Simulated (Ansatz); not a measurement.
# Pd (Palladium): the cost of one run

Method: DFT PBE+D3(BJ), scalar-relativistic, plane waves, PAW, in Ansatz 0.2.0.

## 1. Starting point

Symmetry: Fm-3m, No. 225, cubic system. The conventional cell has a = 3.889 Å, b = 3.889 Å, c = 3.889 Å, α = 90.00°, β = 90.00°, γ = 90.00°. Pd (site symmetry m-3m) is surrounded by 12 Pd at 2.75 Å.

As a file:

```xyz
1
Lattice="0.0000 1.9447 1.9447 1.9447 0.0000 1.9447 1.9447 1.9447 0.0000" Properties=species:S:1:pos:R:3 pbc="T T T"
Pd    0.0000    0.0000    0.0000
```

It is the result of an earlier relaxation at this level (volume 14.71 Å³/atom; gap on the mesh: none (metal)).

## 2. Cutting the slab

Planes are indexed in the bulk's conventional cell (Fm-3m (No. 225)), a = 3.889 Å, b = 3.889 Å, c = 3.889 Å, α = 90.00°, β = 90.00°, γ = 90.00°.

A (100) slab, 5.8 Å thick as cut, with 17 Å of vacuum; its outer planes are Pd (top) and Pd (bottom).

The slab as cut. Layers, bottom to top:

| plane | atoms per cell | height over the lowest (Å) |
| --- | --- | --- |
| 1 | Pd2 | 0.00 |
| 2 | Pd2 | 1.94 |
| 3 | Pd2 | 3.89 |
| 4 | Pd2 | 5.83 |

## 3. The clean surface, relaxed

File input.yaml:

```yaml
crystal:
  lattice:
    - [3.8894725153, 0.0, 0.0]
    - [0.0, 3.8894725153, 0.0]
    - [0.0, 0.0, 22.8342087729]
  atoms:
    - { symbol: Pd, position: [0.0, 0.5, 0.3722485016] }
    - { symbol: Pd, position: [0.5, 0.0, 0.3722485016] }
    - { symbol: Pd, position: [0.5, 0.5, 0.4574161672] }
    - { symbol: Pd, position: [0.0, 0.0, 0.4574161672] }
    - { symbol: Pd, position: [0.0, 0.5, 0.5425838328] }
    - { symbol: Pd, position: [0.5, 0.0, 0.5425838328] }
    - { symbol: Pd, position: [0.5, 0.5, 0.6277514984] }
    - { symbol: Pd, position: [0.0, 0.0, 0.6277514984] }
basis:
  ecutwfc: 420
kpoints:
  mp_grid: { grid: [8, 8, 1] }
hamiltonian:
  xc: pbe
  dispersion: d3bj
scf:
  occupations: { method: gaussian, width: 0.1 }
output:
  forces: true
  eigenvalues: true
  write_density: true
  write_potential: true
  elf: true
  volumetric_format: npy
relax:
  adjacent_minimum: "off"
  f_tol: 0.03
  max_steps: 70
  constraints: [{ sites: [0, 1, 2, 3] }]
efield:
  axis: 3
  dipole_correction: true
```

Launch:

```console
ansatz run input.yaml --threads 2 --pin off --max-ram 5120MiB --backend cpu --events-out ev --progress --plain --runs-dir out
```

**Question.** How long does this run take on 2 threads of Intel Xeon Platinum 8488C (Sapphire Rapids), shared host, and how much memory does it need?

About 40 s, with a peak of 0.82 GiB.
